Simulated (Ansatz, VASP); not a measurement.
## Os: VASP beside Ansatz

```xyz
1
Lattice="0.0000 1.9279 1.9279 1.9279 0.0000 1.9279 1.9279 1.9279 0.0000" Properties=species:S:1:pos:R:3 pbc="T T T"
Os    0.0000    0.0000    0.0000
```

This isn't the form of Os at room conditions, which is hcp.

Alike in both runs: functional PBE; k mesh 18 × 18 × 18; occupations gaussian, width 0.1 eV; no spin polarisation.

Ansatz relaxed the structure, and its values are those at the end. VASP's run is a single point on that final structure, the one shown.

```csv
,VASP,Ansatz
version,VASP 6.6.1,Ansatz 0.2.0
potentials or method,"VASP PAW PBE potentials, release 64 (Os)","scalar-relativistic, plane waves, PAW"
plane-wave cutoff (eV),520,420
valence electrons in the cell,8,16
```

```tsv
	VASP	Ansatz	Ansatz less VASP
gap on the k mesh at the Fermi level (eV)	none	none	-
pressure (GPa)	-0.1	0.0	+0.10
```

A gap of «none» marks a metal or a gap that the smearing closes. The two sets of potentials don't hold the same shells in valence.

The runs have no spin-orbit coupling, so splittings on Os are missing.
